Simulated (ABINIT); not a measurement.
Co:

```xyz
4
Lattice="2.4706 0.0000 0.0000 -1.2353 2.1396 0.0000 0.0000 0.0000 8.0882" Properties=species:S:1:pos:R:3 pbc="T T T"
Co    1.2353    0.7132    6.0662
Co    0.0000    0.0000    4.0441
Co    0.0000    1.4264    2.0221
Co    0.0000    0.0000    0.0000
```

Base run:

```yaml
Program: ABINIT 10.8.3 (patched build)
Functional: PBE
Potentials_or_basis: SG15 NC PBE v1.2
Cutoff: 816 eV
k_mesh: 9 × 9 × 3
Occupations: fermi-dirac, width 0.05 eV
Spin: collinear spin, ferromagnetic start
Starting_moments: "[2.0, 2.0, 2.0, 2.0] μB"
```

Its results: band gap on the k mesh none (metal or under the smearing width); pressure 4.1 GPa; net moment 6.31 μB per cell; site moments Co +1.67, +1.64 μB.

Question: The run is repeated on the same cell with these changes: potentials or basis from SG15 NC PBE v1.2 to PseudoDojo NC SR PBE v0.4.1 standard; cutoff from 816 eV to 1252 eV. What comes out?

Answer: Band gap on the k mesh none (metal or under the smearing width); pressure 3.0 GPa; net moment 6.31 μB per cell; site moments Co +1.68, +1.65 μB.
